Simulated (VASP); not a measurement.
Write the native input for VASP 6.6.1 that does the following.

| Property | Result |
| --- | --- |
| Task | relaxation of the atoms |
| Functional | PBE |
| Dispersion | D3(BJ) |
| Potentials or basis | VASP PAW PBE potentials, release 64 (Li_sv, F) |
| Cutoff | 600 eV |
| k mesh | 12 × 12 × 12 |
| Occupations | gaussian, width 0.03 eV |
| Spin | no spin polarisation |
| Further INCAR settings | ALGO = Fast; EDIFF = 1e-07; IBRION = 2; EDIFFG = -0.01; NSW = 40 |

The structure of LiF (Griceite) lies in POSCAR:

```
LiF                                     
1.0
    0.0000000000      2.0058860645      2.0058860645
    2.0058860645      0.0000000000      2.0058860645
    2.0058860645      2.0058860645      0.0000000000
  Li              F             
     1     1
Direct
     0.0000000000000000    0.0000000000000000    0.0000000000000000
     0.5000000000000000    0.5000000000000000    0.5000000000000000
```

The cell isn't the ideal one: a relaxed cell with its volume scaled by 1.02.

These files were run (other wordings do the same):

INCAR

```
SYSTEM = LiF
  PREC = Accurate
  ENCUT = 600
  EDIFF = 1E-7
  ISMEAR = 0
  SIGMA = 0.03
  LREAL = .FALSE.
  LASPH = .TRUE.
  NELM = 80
  ALGO = Fast
  ISIF = 2
  LWAVE = .FALSE.
  LCHARG = .FALSE.
  GGA = PE
  IVDW = 12
  IBRION = 2
  NSW = 40
  EDIFFG = -0.01
```

KPOINTS

```
Automatic mesh
0
G
  12 12 12
  0 0 0
```

Potentials or basis: VASP PAW PBE potentials, release 64 (Li_sv, F).

Launch:

```bash
$ cat potpaw_PBE.64/Li_sv/POTCAR potpaw_PBE.64/F/POTCAR > POTCAR
$ mpirun -np 1 vasp_std > vasp.out
```

Results of the run:

The pressure after relaxing is -1.4 GPa, the band gap on the k mesh is 9.20 eV, direct and the dispersion energy per atom is -0.181 eV.

Caveat: the cutoff is under 1.25 times the usual one of these potentials, so pressure, stress and relaxed cells hold a basis-set (Pulay) error; the relaxation stopped at its first step, so nothing moved.

It took 16 s on 1 thread of AMD EPYC 9R14 (Zen 4), on a shared host, peak memory 0.12 GiB.
